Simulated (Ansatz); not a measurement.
Seebeck coefficient (μV/K, mean over directions) of p-type BeO (P6_3mc) against carrier density, Ansatz (an electronic-structure program) with PBE, rigid bands. Computed gap 7.67 eV; densities at which minority carriers matter at this gap, or further valleys turn the trend, are left out. Conductivity mass 1.85 mₑ (harmonic mean over directions), N_v = 1.1e20 cm⁻³ at 300 K.

```tsv
hole density	300 K	500 K
1e16 cm⁻³	1058	1138
1e17 cm⁻³	860	940
1e18 cm⁻³	662	…
3e18 cm⁻³	567	647
1e19 cm⁻³	464	…
3e19 cm⁻³	372	449
1e20 cm⁻³	275	348
3e20 cm⁻³	194	258
1e21 cm⁻³	…	167
```

### Question
Complete the blanks.

### Answer

- 1e18 cm⁻³, 500 K: 741
- 1e19 cm⁻³, 500 K: 543
- 1e21 cm⁻³, 300 K: 116

Rigid bands with a gap fixed in temperature, one relaxation time for all states, no polarons or phonon drag, and whether or not such doping can be reached. Spin-orbit coupling is left out. Geometry: cell and atoms relaxed with PBEsol.
